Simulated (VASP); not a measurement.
# PbSe (Clausthalite): relaxation of cell and atoms with PBE

Crystal: PbSe (Clausthalite).

```
Pb Se
1.0
     0.00000    3.10271    3.10271
     3.10271    0.00000    3.10271
     3.10271    3.10271    0.00000
Pb Se
1 1
Cartesian
  0.0000 0.0000 0.0000
  3.1027 3.1027 3.1027
```

```json
{
 "Program": "VASP 6.6.1",
 "Task": "relaxation of cell and atoms",
 "Functional": "PBE",
 "Potentials or basis": "VASP PAW PBE potentials, release 64 (Pb, Se)",
 "Cutoff": "300 eV",
 "k mesh": "4 × 4 × 4",
 "Occupations": "gaussian, width 0.03 eV",
 "Spin": "no spin polarisation",
 "Further INCAR settings": "ALGO = Normal; EDIFF = 1e-07; IBRION = 2; EDIFFG = -0.005; NSW = 90; ISIF = 3"
}
```

```
Pressure after relaxing : 0.0 GPa
Band gap on the k mesh  : 0.42 eV, direct
```

Final structure:
```cif
data_structure
_symmetry_space_group_name_H-M 'P 1'
_symmetry_Int_Tables_number 1
_cell_length_a 4.3879
_cell_length_b 4.3879
_cell_length_c 4.3879
_cell_angle_alpha 60.000
_cell_angle_beta 60.000
_cell_angle_gamma 60.000
_cell_volume 59.74
loop_
_atom_site_label
_atom_site_type_symbol
_atom_site_fract_x
_atom_site_fract_y
_atom_site_fract_z
_atom_site_occupancy
Pb1 Pb 0.00000 0.00000 0.00000 1
Se1 Se 0.50000 0.50000 0.50000 1
```

Levels at points of the mesh, in eV from the valence-band top:
| k point | band 1 | band 2 | band 3 | band 4 | band 5 | band 6 | band 7 | band 8 | band 9 |
| --- | --- | --- | --- | --- | --- | --- | --- | --- | --- |
| (0.00, 0.00, 0.00) | -13.22 | -6.34 | -1.66 | -1.66 | -1.66 | 4.65 | 4.65 | 4.65 | 6.60 |
| (0.50, 0.00, 0.00) | -12.24 | -8.56 | -1.29 | -1.29 | 0.00 | 0.42 | 1.81 | 1.81 | 8.46 |
| (0.50, 0.50, 0.00) | -12.05 | -7.29 | -4.61 | -2.95 | -2.95 | 3.89 | 5.49 | 5.49 | 5.91 |

Wall time 3.4 s on 1 thread of Intel(R) Xeon(R) 6975P-C (Granite Rapids), with other jobs on the host, peak memory 0.15 GiB.

Caveat: the k mesh is coarse (spacing up to 0.44 Å⁻¹), so the values aren't converged; the relaxation stopped at its first step, so nothing moved; spin-orbit coupling is left out, which as a rule narrows the gap of such compounds by several tenths of an eV. A k mesh can miss the band edges.
